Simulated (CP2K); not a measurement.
The system is PtS2.

```
Pt S
1.0
     3.54320    0.00000    0.00000
    -1.77160    3.06850    0.00000
     0.00000    0.00000    5.03880
Pt S
1 2
Direct
  0.00000 0.00000 0.00000
  0.66667 0.33333 0.77300
  0.33333 0.66667 0.22700
```

Program: CP2K 2026.2. Alike in all runs: task single point; potentials or basis POTENTIAL_UZH Pt GTH-PBE-q18, S GTH-PBE-q6; TZVP-MOLOPT-PBE-GTH basis; no spin polarisation; cell as given; k mesh 9 × 9 × 5; smearing fermi-dirac 0.05 eV.

Q: Order these runs on this cell by their pressure, lowest first.
A. level PBEsol
B. level r2SCAN
C. level PBE
D. level HLE16
E. level LDA

A: D (-11.5 GPa), E (6.1 GPa), A (7.9 GPa), B (10.1 GPa), C (12.4 GPa).

Caveats: the basis of atomic orbitals isn't converged, which shifts pressures, moduli and gaps; the potentials were made for another functional, which shifts forces and pressure (some runs); the potentials were made for a functional far from this one (some runs).
